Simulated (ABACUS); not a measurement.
The system is InAs.

```
In As
1.0
     0.00000    3.01800    3.01800
     3.01800    0.00000    3.01800
     3.01800    3.01800    0.00000
In As
1 1
Direct
  0.00000 0.00000 0.00000
  0.75000 0.75000 0.75000
```

Base run:

| Quantity | Value |
| --- | --- |
| Program | ABACUS 3.10.1 |
| Functional | WC |
| Potentials or basis | GBRV ultrasoft 1.5 PBEsol |
| Cutoff | 544 eV |
| Density cutoff | 4354 eV |
| Basis | plane waves |
| k mesh | 6 × 6 × 6 |
| Occupations | fermi-dirac, width 0.05 eV |
| Spin | no spin polarisation |

Its results: band gap on the k mesh none (metal or under the smearing width); pressure 1.2 GPa.

Problem. The run is repeated on the same cell with these changes: functional from WC to OLYP; potentials or basis from GBRV ultrasoft 1.5 PBEsol to PseudoDojo NC SR 0.4.1 PBE standard; cutoff from 544 eV to 1143 eV; density cutoff from 4354 eV to 4572 eV; valence electrons from 18 to 28. What comes out?

Solution. Band gap on the k mesh 0.15 eV, direct; pressure 5.9 GPa.

Caveats: the potentials were made for another functional, which shifts forces and pressure; this crystal is a semiconductor, whose small gap the functional closes, so the metal is an error of the method (some runs); spin-orbit coupling is left out, which moves the levels of the heavy elements (some runs).

